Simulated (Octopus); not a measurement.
# Cu: equation of state with PBE

Cu:

```
Cu
1.0
     0.00000    1.80750    1.80750
     1.80750    0.00000    1.80750
     1.80750    1.80750    0.00000
Cu
1
Direct
  0.00000 0.00000 0.00000
```

```yaml
Program: Octopus 16.4
Task: equation of state
Functional: PBE
Potentials_or_basis: pseudodojo_pbe (PseudoDojo 0.5, PBE)
k_mesh: 13 × 13 × 13
Occupations: fermi-dirac, width 0.05 eV
Spin: no spin polarisation
Eigensolver: chebyshev_filter
Volume_scales: "[0.94, 0.96, 0.98, 1.0, 1.02, 1.04, 1.06]"
k-point_symmetries_used: yes
ConvRelDens: 3e-07
ExtraStates: 7
DerivativesOrder: 8
```

- Equilibrium volume: 12.01 Å³/atom (rough: see the caveat)
- Bulk modulus: 133 GPa (rough)

Energy against volume, from the lowest point:
```csv
volume (Å³/atom),energy (meV/atom)
11.102,20.56
11.338,13.88
11.574,4.93
11.810,0.50
12.047,0.00
12.283,3.23
12.519,9.18
```

All runs of the series together: 24 min on 1 thread of Arm Neoverse V2, on a shared host.

Caveat: the fit is doubtful: noisy points or a state that changes with volume; the number of grid points is fixed, so the spacing changes with the cell, which shifts volumes and moduli.
